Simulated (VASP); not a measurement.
# BaS (Fm-3m) in VASP: a series of runs, part 2 of 2

VASP 6.6.1. The steps go on from the part before.

## 4. Single point, PBEsol (volume scaled by 0.96)

INCAR

```
PREC = Accurate
ENCUT = 520
EDIFF = 1E-7
ISMEAR = -1
SIGMA = 0.05
LREAL = F
LASPH = T
NELM = 60
ALGO = Normal
ISIF = 2
LWAVE = F
LCHARG = T
GGA = PS
LELF = T
LVHAR = T
NBANDS = 15
```

KPOINTS

```
Automatic mesh
0
Gamma
  7 7 7
```

POSCAR

```
BaS
1.0
    0.0000000000      3.1505859250      3.1505859250
    3.1505859250      0.0000000000      3.1505859250
    3.1505859250      3.1505859250      0.0000000000
Ba S
1 1
Direct
    0.0000000000      0.0000000000      0.0000000000
    0.5000000000      0.5000000000      0.5000000000
```

Potentials or basis: VASP PAW PBE potentials, release 64 (Ba_sv, S).

Launch:

```sh
> cat potpaw_PBE.64/Ba_sv/POTCAR potpaw_PBE.64/S/POTCAR > POTCAR
> mpirun -np 1 vasp_std > vasp.out
```

OUTCAR:

```text
PREC = Accurate
   ENCUT = 520
   EDIFF = 1E-7
   ISMEAR = -1
   LREAL = F
   LASPH = T
   NELM = 60
   ISIF = 2
   GGA = PS

 ion  position               nearest neighbor table
   1  0.000  0.000  0.000-   2 3.15   2 3.15   2 3.15   2 3.15   2 3.15   2 3.15
   2  0.500  0.500  0.500-   1 3.15   1 3.15   1 3.15   1 3.15   1 3.15   1 3.15

  LATTYP: Found a face centered cubic cell.
 ALAT       =     6.3011718500

  Lattice vectors:

 A1 = (   0.0000000000,   3.1505859250,   3.1505859250)
 A2 = (   3.1505859250,   0.0000000000,   3.1505859250)
 A3 = (   3.1505859250,   3.1505859250,   0.0000000000)

Analysis of symmetry for initial positions (statically):
=====================================================================
 Subroutine PRICEL returns:
 Original cell was already a primitive cell.

 Routine SETGRP: Setting up the symmetry group for a
 face centered cubic supercell.

 Subroutine GETGRP returns: Found 48 space group operations
 (whereof 48 operations were pure point group operations)
 out of a pool of 48 trial point group operations.

The static configuration has the point symmetry O_h .

Analysis of symmetry for dynamics (positions and initial velocities):
=====================================================================
 Subroutine PRICEL returns:
 Original cell was already a primitive cell.

 Routine SETGRP: Setting up the symmetry group for a
 face centered cubic supercell.

 Subroutine GETGRP returns: Found 48 space group operations
 (whereof 48 operations were pure point group operations)
 out of a pool of 48 trial point group operations.

The dynamic configuration has the point symmetry O_h .

 Subroutine INISYM returns: Found 48 space group operations
 (whereof 48 operations are pure point group operations),
 and found     1 'primitive' translations

----------------------------------------------------------------------------------------

                                     Primitive cell

  volume of cell :      62.5466

  direct lattice vectors                    reciprocal lattice vectors
     0.000000000  3.150585925  3.150585925    -0.158700639  0.158700639  0.158700639
     3.150585925  0.000000000  3.150585925     0.158700639 -0.158700639  0.158700639
     3.150585925  3.150585925  0.000000000     0.158700639  0.158700639 -0.158700639

  length of vectors
     4.455601345  4.455601345  4.455601345     0.274877570  0.274877570  0.274877570

  position of ions in fractional coordinates (direct lattice)
     0.000000000  0.000000000  0.000000000
     0.500000000  0.500000000  0.500000000

  ion indices of the primitive-cell ions
   primitive index   ion index
                 1           1
                 2           2

----------------------------------------------------------------------------------------

 KPOINTS: Automatic mesh

Automatic generation of k-mesh.
 Grid dimensions read from file:
 generate k-points for:    7    7    7

 Generating k-lattice:

  Cartesian coordinates                     Fractional coordinates (reciprocal lattice)
    -0.022671520  0.022671520  0.022671520     0.142857143  0.000000000  0.000000000
     0.022671520 -0.022671520  0.022671520     0.000000000  0.142857143  0.000000000
[... 34 lines left out ...]
 -0.285714  0.428571  0.142857     24.000000
   k-points           NKPTS =     20   k-points in BZ     NKDIM =     20   number of bands    NBANDS=     15
   number of dos      NEDOS =    301   number of ions     NIONS =      2
   total plane-waves  NPLWV =  46656
   dimension x,y,z NGX =    36 NGY =   36 NGZ =   36
   dimension x,y,z NGXF=    72 NGYF=   72 NGZF=   72
   ions per type =               1   1
   NGX,Y,Z   is equivalent  to a cutoff of  13.43, 13.43, 13.43 a.u.
   NGXF,Y,Z  is equivalent  to a cutoff of  26.86, 26.86, 26.86 a.u.
 SYSTEM =  unknown system
   PREC   = accura    normal or accurate (medium, high low for compatibility)
   ISTART =      0    job   : 0-new  1-cont  2-samecut
   ICHARG =      2    charge: 1-file 2-atom 10-const
   ISPIN  =      1    spin polarized calculation?
   LNONCOLLINEAR =      F non collinear calculations
   LSORBIT =      F    spin-orbit coupling
   LASPH  =      T    aspherical Exc in radial PAW
   ENCUT  =  520.0 eV  38.22 Ry    6.18 a.u.   8.28  8.28  8.28*2*pi/ulx,y,z
   NELM   =     60;   NELMIN=  2; NELMDL= -5     # of ELM steps
   EDIFF  = 0.1E-06   stopping-criterion for ELM
   LREAL  =      F    real-space projection
   EDIFFG = 0.1E-05   stopping-criterion for IOM
   NSW    =      0    number of steps for IOM
   IBRION =     -1    ionic relax: 0-MD 1-quasi-New 2-CG
   NFREE  =      0    steps in history (QN), initial steepest desc. (CG)
   ISIF   =      2    stress and relaxation
   ISYM   =      2    0-nonsym 1-usesym 2-fastsym
   POTIM  = 0.5000    time-step for ionic-motion
   TEBEG  =    0.0;   TEEND  =   0.0 temperature during run
   PSTRESS=    0.0 pullay stress
   NELECT =      16.0000    total number of electrons
   NUPDOWN=      -1.0000    fix difference up-down
   EMIN   =  10.00;   EMAX   =-10.00  energy-range for DOS
   EFERMI =   0.00;   METHOD = LEGACY
   ISMEAR =    -1;   SIGMA  =   0.05  broadening in eV -4-tet -1-fermi 0-gaus
   EFERMI_NEDOS =   21; number of points for ismear=-14 and -15
   IALGO  =     38    algorithm
   IMIX   =      4    mixing-type and parameters
     AMIX     =   0.40;   BMIX     =  1.00
     AMIX_MAG =   1.60;   BMIX_MAG =  1.00
  volume/ion in A,a.u.               =      31.27       211.04
  Fermi-wavevector in a.u.,A,eV,Ry     =   1.039234  1.963868 14.694402  1.080008
  Thomas-Fermi vector in A             =   2.173755
   LORBIT       =      0    0 simple, 1 ext, 2 COOP (PROOUT), +10 PAW based schemes
   GGA     = PS    functional components
   LHFCALC =     F    Hartree Fock is set to
   AEXX    =    0.0000 exact exchange contribution
   IVDW    =     0    specifies the selected vdW correction
   LEPSILON=     F    determine dielectric tensor
   LRPA    =     F    only Hartree local field effects (RPA)
 non-spin polarized calculation
  energy-cutoff  :      520.00
  volume of cell :       62.55
 maximum number of plane-waves:      1705
 NGX is ok and might be reduce to    36
   NGX = 17   NGY = 17   NGZ = 17

 number of electron      15.9999998 magnetization

 Free energy of the ion-electron system (eV)
  ---------------------------------------------------
  ext. energy  EPLUGINS =         0.00000000
  ---------------------------------------------------
  free energy    TOTEN  =       -10.71109048 eV

  energy without entropy =      -10.71109048  energy(sigma->0) =      -10.71109048

 E-fermi :   2.5286     XC(G=0):  -8.9946

 val. band max:        1.5602335842   @ k =   0.0000   0.0000   0.0000
 cond. band min:       3.5265003595   @ k =   0.4286   0.4286   0.0000
 fundamental gap:      1.9662667753
 Fermi energy:         2.5286213118

 k-point     1 :       0.0000    0.0000    0.0000
  band No.  band energies     occupation
      1     -24.3522      2.00000
      2      -9.3891      2.00000
      3      -9.3891      2.00000
      4      -9.3891      2.00000
      5      -8.8574      2.00000
      6       1.5602      2.00000
      7       1.5602      2.00000
      8       1.5602      2.00000
      9       5.1682      0.00000
     10       5.3417      0.00000
     11       5.3417      0.00000
     12       5.3417      0.00000
     13       6.3404      0.00000
     14       6.3404      0.00000
[... 329 lines left out ...]
      2     -10.1828      2.00000
      3      -9.8231      2.00000
      4      -9.6499      2.00000
      5      -8.0411      2.00000
      6       0.3288      2.00000
      7       0.9532      2.00000
      8       1.0499      2.00000
      9       5.4076      0.00000
     10       6.3727      0.00000
     11       8.1351      0.00000
     12       8.7714      0.00000
     13       8.9569      0.00000
     14      10.9843      0.00000
     15      11.9300      0.00000

------------------------ aborting loop because EDIFF is reached ----------------------------------------

  FORCE on cell =-STRESS in cart. coord.  units (eV):
  Direction    XX          YY          ZZ          XY          YZ          ZX
  --------------------------------------------------------------------------------------
  -------------------------------------------------------------------------------------
  Total        0.5558332      0.5558332      0.5558332      0.0000000     -0.0000000      0.0000000
  in kB       14.2380680     14.2380680     14.2380680      0.0000000     -0.0000000      0.0000000
  external PRESSURE =      14.2380680 kB  Pullay stress =       0.0000000 kB

 VOLUME and BASIS-vectors are now :
 -----------------------------------------------------------------------------
  energy-cutoff  :      520.00
  volume of cell :       62.55
      direct lattice vectors                 reciprocal lattice vectors
     0.000000000  3.150585925  3.150585925    -0.158700639  0.158700639  0.158700639
     3.150585925  0.000000000  3.150585925     0.158700639 -0.158700639  0.158700639
     3.150585925  3.150585925  0.000000000     0.158700639  0.158700639 -0.158700639

 POSITION                                       TOTAL-FORCE (eV/Angst)
 -----------------------------------------------------------------------------------
      0.00000      0.00000      0.00000         0.000000      0.000000      0.000000
      3.15059      3.15059      3.15059         0.000000      0.000000     -0.000000
 -----------------------------------------------------------------------------------
    total drift:                                0.000000      0.000000      0.000000

  FREE ENERGIE OF THE ION-ELECTRON SYSTEM (eV)
  ---------------------------------------------------
  free  energy   TOTEN  =       -10.7110904788 eV

  energy  without entropy=      -10.7110904786  energy(sigma->0) =      -10.71109048
```

stdout:

```text
POSCAR found type information on POSCAR BaS
 POSCAR found :  2 types and       2 ions
 scaLAPACK will be used
 -----------------------------------------------------------------------------
|                                                                             |
|                                                                             |
|     You enforced a specific xc type in the INCAR file but a different       |
|     I HOPE YOU KNOW WHAT YOU ARE DOING!                                     |
|                                                                             |
 -----------------------------------------------------------------------------

 LDA part: xc-table for (Slater+PW92), standard interpolation
 POSCAR, INCAR and KPOINTS ok, starting setup
 FFT: planning ... GRIDC
 FFT: planning ... GRID_SOFT
 FFT: planning ... GRID
 WAVECAR not read
 entering main loop
```

Run time: 10 s. Hardware: 1 thread of Intel Xeon 6975P-C (Granite Rapids), shared host; peak memory 0.2 GiB.

Results:

```
Free energy            : -10.7111 eV
Pressure               : 1.4 GPa
Band gap on the k mesh : 1.97 eV, indirect (least direct gap 2.09 eV)
```

Caveat: the PAW data sets were made with another functional, which shifts forces and pressure a little; spin-orbit coupling is left out, which moves the levels of the heavy elements. A k mesh can miss the band edges.

## 5. Single point, PBEsol (volume scaled by 0.98)

INCAR

```
SYSTEM = BaS
PREC     = Accurate       ! precision mode
ENCUT    = 520            ! plane-wave cutoff, eV
EDIFF    = 1E-6           ! SCF threshold, eV
ISMEAR   = -1             ! smearing method
SIGMA    = 0.05           ! smearing width, eV
LREAL    = .False.        ! projectors in reciprocal space
LASPH    = .True.         ! aspherical terms in the spheres
NELM     = 80             ! most SCF steps
ALGO     = Normal         ! electronic algorithm
ISIF     = 2              ! what is computed and relaxed
LWAVE    = .False.        ! write WAVECAR
LCHARG   = .False.        ! write CHGCAR
GGA      = PS             ! functional
NBANDS   = 15             ! bands
```

KPOINTS

```
Automatic mesh
0
Gamma
  7 7 7
  0 0 0
```

POSCAR

```
BaS
1.0
    0.0000000000      3.1723147904      3.1723147904
    3.1723147904      0.0000000000      3.1723147904
    3.1723147904      3.1723147904      0.0000000000
Ba S
1 1
Direct
    0.0000000000      0.0000000000      0.0000000000
    0.5000000000      0.5000000000      0.5000000000
```

Launch:

```sh
> cat potpaw_PBE.64/Ba_sv/POTCAR potpaw_PBE.64/S/POTCAR > POTCAR
> mpirun -np 1 vasp_std > vasp.out
```

Wall time 9.2 s (1 thread of Intel Xeon 6975P-C (Granite Rapids), shared host); peak memory 0.2 GiB.

The run converged. Its results:

```
Free energy            : -10.7186 eV
Pressure               : 0.4 GPa
Band gap on the k mesh : 2.01 eV, indirect (least direct gap 2.15 eV)
```

Levels at points of the mesh, in eV from the valence-band top:
```tsv
k point	band 4	band 5	band 6	band 7	band 8	band 9	band 10	band 11	band 12	band 13
(0.00, 0.00, 0.00)	-11.01	-10.38	0.00	0.00	0.00	3.51	3.78	3.78	3.78	4.76
```

Caveat: the PAW data sets were made with another functional, which shifts forces and pressure a little; spin-orbit coupling is left out, which moves the levels of the heavy elements. A k mesh can miss the band edges.

## 6. Single point, PBEsol

INCAR

```
SYSTEM = BaS
  PREC = Accurate
  ENCUT = 520
  EDIFF = 1E-7
  ISMEAR = -1
  SIGMA = 0.05
  LREAL = .FALSE.
  LASPH = .TRUE.
  NELM = 60
  ALGO = Normal
  ISIF = 2
  LWAVE = .FALSE.
  LCHARG = .FALSE.
  GGA = PS
  NBANDS = 15
```

KPOINTS

```
regular mesh
0
G
  7 7 7
  0 0 0
```

POSCAR

```
BaS
1.0
    0.0000000000      3.1937500000      3.1937500000
    3.1937500000      0.0000000000      3.1937500000
    3.1937500000      3.1937500000      0.0000000000
Ba S
1 1
Direct
    0.0000000000      0.0000000000      0.0000000000
    0.5000000000      0.5000000000      0.5000000000
```

Potentials or basis: VASP PAW PBE potentials, release 64 (Ba_sv, S).

Launch:

```sh
> cat potpaw_PBE.64/Ba_sv/POTCAR potpaw_PBE.64/S/POTCAR > POTCAR
> mpirun -np 1 vasp_std > vasp.out
```

OUTCAR:

```text
SYSTEM = BaS
   PREC = Accurate
   ENCUT = 520
   EDIFF = 1E-7
   ISMEAR = -1
   LREAL = .FALSE.
   LASPH = .TRUE.
   NELM = 60
   ISIF = 2
   GGA = PS

 ion  position               nearest neighbor table
   1  0.000  0.000  0.000-   2 3.19   2 3.19   2 3.19   2 3.19   2 3.19   2 3.19
   2  0.500  0.500  0.500-   1 3.19   1 3.19   1 3.19   1 3.19   1 3.19   1 3.19

  LATTYP: Found a face centered cubic cell.
 ALAT       =     6.3875000000

  Lattice vectors:

[... 538 lines left out ...]
     15      11.4425      0.00000

------------------------ aborting loop because EDIFF is reached ----------------------------------------

  FORCE on cell =-STRESS in cart. coord.  units (eV):
  Direction    XX          YY          ZZ          XY          YZ          ZX
  --------------------------------------------------------------------------------------
  -------------------------------------------------------------------------------------
  Total       -0.2159804     -0.2159804     -0.2159804     -0.0000000     -0.0000000      0.0000000
  in kB       -5.3111932     -5.3111932     -5.3111932     -0.0000000     -0.0000000      0.0000000
  external PRESSURE =      -5.3111932 kB  Pullay stress =       0.0000000 kB

 VOLUME and BASIS-vectors are now :
 -----------------------------------------------------------------------------
  energy-cutoff  :      520.00
  volume of cell :       65.15
      direct lattice vectors                 reciprocal lattice vectors
     0.000000000  3.193750000  3.193750000    -0.156555773  0.156555773  0.156555773
     3.193750000  0.000000000  3.193750000     0.156555773 -0.156555773  0.156555773
     3.193750000  3.193750000  0.000000000     0.156555773  0.156555773 -0.156555773

 POSITION                                       TOTAL-FORCE (eV/Angst)
 -----------------------------------------------------------------------------------
      0.00000      0.00000      0.00000        -0.000000      0.000000     -0.000000
      3.19375      3.19375      3.19375         0.000000      0.000000      0.000000
 -----------------------------------------------------------------------------------
    total drift:                                0.000000      0.000000      0.000000

  FREE ENERGIE OF THE ION-ELECTRON SYSTEM (eV)
  ---------------------------------------------------
  free  energy   TOTEN  =       -10.7180573981 eV

  energy  without entropy=      -10.7180573980  energy(sigma->0) =      -10.71805740
```

OSZICAR:

```text
N       E                     dE             d eps       ncg     rms          rms(c)
DAV:   1     0.786575938498E+02    0.78658E+02   -0.67802E+03   600   0.926E+02
DAV:   2    -0.666425530828E+01   -0.85322E+02   -0.76886E+02   827   0.167E+02
DAV:   3    -0.110808459595E+02   -0.44166E+01   -0.43838E+01   822   0.400E+01
DAV:   4    -0.111500737178E+02   -0.69228E-01   -0.69211E-01   754   0.506E+00
DAV:   5    -0.111515066396E+02   -0.14329E-02   -0.14329E-02   836   0.601E-01    0.459E+00
DAV:   6    -0.107206674066E+02    0.43084E+00   -0.56814E-01   684   0.457E+00    0.315E+00
DAV:   7    -0.107127841748E+02    0.78832E-02   -0.13868E-01   734   0.208E+00    0.175E+00
DAV:   8    -0.107183224648E+02   -0.55383E-02   -0.20196E-02   677   0.915E-01    0.242E-01
DAV:   9    -0.107176053962E+02    0.71707E-03   -0.27752E-03   796   0.326E-01    0.116E-01
DAV:  10    -0.107180470006E+02   -0.44160E-03   -0.52264E-04   635   0.154E-01    0.259E-02
DAV:  11    -0.107180564744E+02   -0.94739E-05   -0.40035E-05   782   0.396E-02    0.800E-03
DAV:  12    -0.107180574642E+02   -0.98976E-06   -0.32943E-06   684   0.114E-02    0.600E-03
DAV:  13    -0.107180573981E+02    0.66042E-07   -0.26142E-07   768   0.323E-03
   1 F= -.10718057E+02 E0= -.10718057E+02  d E =-.104644E-09
```

stdout:

```text
POSCAR found type information on POSCAR BaS
 POSCAR found :  2 types and       2 ions
 scaLAPACK will be used
 -----------------------------------------------------------------------------
|                                                                             |
|                                                                             |
|     You enforced a specific xc type in the INCAR file but a different       |
|     I HOPE YOU KNOW WHAT YOU ARE DOING!                                     |
|                                                                             |
 -----------------------------------------------------------------------------

 LDA part: xc-table for (Slater+PW92), standard interpolation
 POSCAR, INCAR and KPOINTS ok, starting setup
 FFT: planning ... GRIDC
 FFT: planning ... GRID_SOFT
 FFT: planning ... GRID
 WAVECAR not read
 entering main loop
```

It took 11 s on 1 thread of Intel Xeon 6975P-C (Granite Rapids), shared host; peak memory 0.2 GiB.

Results:

```
Free energy            : -10.7181 eV
Pressure               : -0.5 GPa
Band gap on the k mesh : 2.04 eV, indirect (least direct gap 2.19 eV)
```

Levels at points of the mesh, in eV from the valence-band top:
```csv
k point,band 5,band 6,band 7,band 8,band 9,band 10,band 11,band 12
"(0.00, 0.00, 0.00)",-10.35,0.00,0.00,0.00,3.41,3.78,3.78,3.78
```

Caveat: the PAW data sets were made with another functional, which shifts forces and pressure a little; spin-orbit coupling is left out, which moves the levels of the heavy elements. A k mesh can miss the band edges.

## 7. Overview

| cell | gap on the mesh (eV) | pressure (GPa) |
| --- | --- | --- |
| a = 4.517 Å, angles 60.0°, 2 atoms | 2.04 | -0.5 |
| a = 4.424 Å, angles 60.0°, 2 atoms | 1.92 | 2.6 |
| a = 4.456 Å, angles 60.0°, 2 atoms | 1.97 | 1.4 |
| a = 4.486 Å, angles 60.0°, 2 atoms | 2.01 | 0.4 |

Alike in all rows: task single point; level PBEsol; potentials or basis VASP PAW PBE potentials, release 64 (Ba_sv, S); no spin polarisation; k mesh 7 × 7 × 7; cutoff (eV) 520; smearing fermi-dirac 0.05 eV.

Caveats: the PAW data sets were made with another functional, which shifts forces and pressure a little; spin-orbit coupling is left out, which moves the levels of the heavy elements.

Total energies depend on the potentials used, so only differences within one code and one set of settings carry meaning.

## 8. How close it comes

Step 2. Against the measured gap of BaS, 3.806 eV (indirect; 2 K; a printed reference work, monograph, original work of 1988), the calculated 2.04 eV is off by -1.76 eV. Spin-orbit coupling on Ba is left out. The value is that of PBEsol on a finite k mesh, which can miss the band edges, without temperature or zero-point motion. Semilocal functionals fall short of measured gaps as a rule.
